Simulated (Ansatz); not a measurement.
**ZnTe (zinc blende): scan of one atom of the cell**

Starting cell, ZnTe (zinc blende):

```xyz
2
Lattice="0.0000 3.0895 3.0895 3.0895 0.0000 3.0895 3.0895 3.0895 0.0000" Properties=species:S:1:pos:R:3 pbc="T T T"
Te     4.6343     4.6343     4.6343
Zn     0.0000     0.0000     0.0000
```

In each cell atom 1 (Te, nearest neighbour Zn at 2.676 Å; its periodic images, 4.4 Å or more away, move with it) moves by s·(1.000, 0.000, 0.000) (along Cartesian x), the rest being held.

These are PBE (plane waves to 420 eV, PAW, scalar-relativistic; Ansatz, a program for electronic structure) values and carry that method's errors. k mesh 8×8×8 (Γ-centred), Fermi-Dirac smearing 0.05 eV. E stands for the smeared free energy. Compression counts positive. F∥ is the force on the atom along that direction. Spin-orbit coupling is left out, though Te is heavy. ZnTe was relaxed with its symmetry unable to fall. The zero of ΔE is the undisplaced structure.

| s (Å) | ΔE (eV/cell) | F∥ (eV/Å) | P (GPa) |
|---|---|---|---|
| -0.270 | 0.1614 | 1.176 | 1.24 |
| -0.216 | 0.1039 | 0.952 | 0.80 |
| -0.162 | 0.0587 | 0.720 | 0.46 |
| -0.108 | 0.0262 | 0.483 | 0.21 |
| -0.054 | 0.0066 | 0.243 | 0.06 |
| 0.000 | 0.0000 | 0.000 | 0.00 |
| 0.054 | 0.0066 | -0.243 | 0.06 |
| 0.108 | 0.0262 | -0.483 | 0.21 |
| 0.162 | 0.0587 | -0.720 | 0.46 |
| 0.216 | 0.1039 | -0.952 | 0.80 |
| 0.270 | 0.1614 | -1.176 | 1.24 |

What the scan shows:

The energy at s = 0.270 Å is 161.4 meV/cell and the force along the line at s = -0.270 Å is 1.18 eV/Å. The force constant k = d²E/ds² at s = 0 (finite differences) is 4.50 eV/Å² and the zone-centre optical wavenumber from k (transverse: no LO-TO term) is 168 cm⁻¹. Symmetry of the curve: even: the same for both signs. Shape of the curve: a single well with its minimum at or next to zero displacement. Harmonic estimate at the end of the scan: ½ks² = 163.9 meV/cell against the computed 161.4 meV/cell, so the well is close to harmonic there.

(A displaced cell: forces are minus the slopes of the energy, force constants its curvatures, and phonons follow from these.)
